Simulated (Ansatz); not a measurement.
## Ag: a fit and a missing row

Ag, Fm-3m, a = 4.104 Å. Ansatz: r2SCAN, PAW, 500 eV, Γ-centred 18×18×18 mesh on 1 atom, Gaussian smearing 0.10 eV; no spin polarisation. Symmetry fixes shape and atoms, so the cell is only scaled; pressure is positive in compression.

| V (Å³/atom) | P (GPa) |
| --- | --- |
| 16.246 | 7.66 |
| 16.765 | 3.42 |
| 17.283 | -0.03 |
| 17.802 | -2.83 |
| 18.320 | ? |

Take V0 = 17.283 Å³/atom, count pressures from its P0 = -0.03 GPa, fit the third-order Birch–Murnaghan form to the other rows, and predict the missing pressure.

With the Eulerian strain f = ½[(V0/V)^(2/3) − 1] and y = (P − P0)/[3f(1 + 2f)^(5/2)], the form is the line y = B0 + 1.5 B0 (B0′ − 4) f. Rows (f, y): 0.02106, 109.8; 0.01025, 106.6; -0.00977, 100.4. Means f = 0.007180, y = 105.60; Σ(Δf)² = 0.0004894, ΣΔfΔy = 0.1495; the slope is their ratio. y = 103.4 + 305.5 f GPa, so B0 = 103.4 GPa and B0′ = 4 + 2 × (305.5)/(3 × 103.4) = 5.97. At V = 18.320, f = -0.01905, y = 97.58 and P = -5.09 GPa. The run gave -5.11 GPa, so the fit is 0.02 GPa too high, a small miss on the scale of the series. The form still works here, 33 % of the fitted range beyond its end.